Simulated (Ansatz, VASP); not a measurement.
# NaH: VASP beside Ansatz

File POSCAR:

```
NaH
1.0
    0.0000000000      2.4400000000      2.4400000000
    2.4400000000      0.0000000000      2.4400000000
    2.4400000000      2.4400000000      0.0000000000
Na H
1 1
Direct
    0.0000000000      0.0000000000      0.0108674198
    0.5000000000      0.5000000000      0.5000000000
```

The input INCAR.step1:

```
SYSTEM = NaH
ALGO = Normal ; EDIFF = 1E-4
ENCUT = 520 ; GGA = PE
ISMEAR = 0 ; LASPH = .True.
LCHARG = .False. ; LREAL = .False.
LWAVE = .True. ; NBANDS = 11
NELM = 60 ; PREC = Accurate
SIGMA = 0.05
```

File INCAR.step2:

```
SYSTEM = NaH
ALGO = Normal ; EDIFF = 1E-7
ENCUT = 520 ; ISIF = 2
ISMEAR = 0 ; ISTART = 1
LASPH = .True. ; LCHARG = .False.
LMIXTAU = .True. ; LREAL = .False.
LWAVE = .False. ; METAGGA = R2SCAN
NBANDS = 11 ; NELM = 60
PREC = Accurate ; SIGMA = 0.05
```

The input KPOINTS:

```
k-points
0
Gamma
  8 8 8
  0 0 0
```

Input for Ansatz:

```yaml
crystal:
  lattice:
    - [0.0, 2.44, 2.44]
    - [2.44, 0.0, 2.44]
    - [2.44, 2.44, 0.0]
  atoms:
    - { symbol: Na, position: [0.0, 0.0, 0.0108674198] }
    - { symbol: H, position: [0.5, 0.5, 0.5] }
basis:
  ecutwfc: 500
kpoints:
  mp_grid: { grid: [8, 8, 8] }
hamiltonian:
  xc: r2scan
scf:
  occupations: { method: gaussian, width: 0.05 }
output:
  forces: true
  stress: true
  eigenvalues: true
```

Change from the starting cell: all Na atoms moved +0.037 Å, as atom 1 along Cartesian [1 1 0].

Alike in both runs: task single point; functional r2SCAN; k mesh 8 × 8 × 8; occupations gaussian, width 0.05 eV; no spin polarisation.

|  | VASP | Ansatz |
| --- | --- | --- |
| version | VASP 6.6.1 | Ansatz 0.2.0 |
| potentials or method | VASP PAW PBE potentials, release 64 (Na_pv, H) | scalar-relativistic, plane waves, PAW |
| plane-wave cutoff (eV) | 520 | 500 |
| valence electrons in the cell | 8 | 10 |

VASP gave:

```
gap on the k mesh at the Fermi level (eV)       : 4.32
least direct gap on the mesh (eV)               : 5.14
pressure (GPa)                                  : -1.3
largest component of the traceless stress (GPa) : 0.09
rms of the force components (eV/Å)              : 0.020
```

Q: Which values does Ansatz return?

A: gap on the k mesh at the Fermi level (eV): 4.31; least direct gap on the mesh (eV): 5.14; pressure (GPa): -1.2; largest component of the traceless stress (GPa): 0.01; rms of the force components (eV/Å): 0.018.

Atom by atom the forces differ by 0.002 eV/Å (rms over components). The two sets of potentials don't hold the same shells in valence.

Caveats: the PAW data sets were made with another functional, which shifts forces and pressure a little (VASP). A k mesh can miss the band edges.
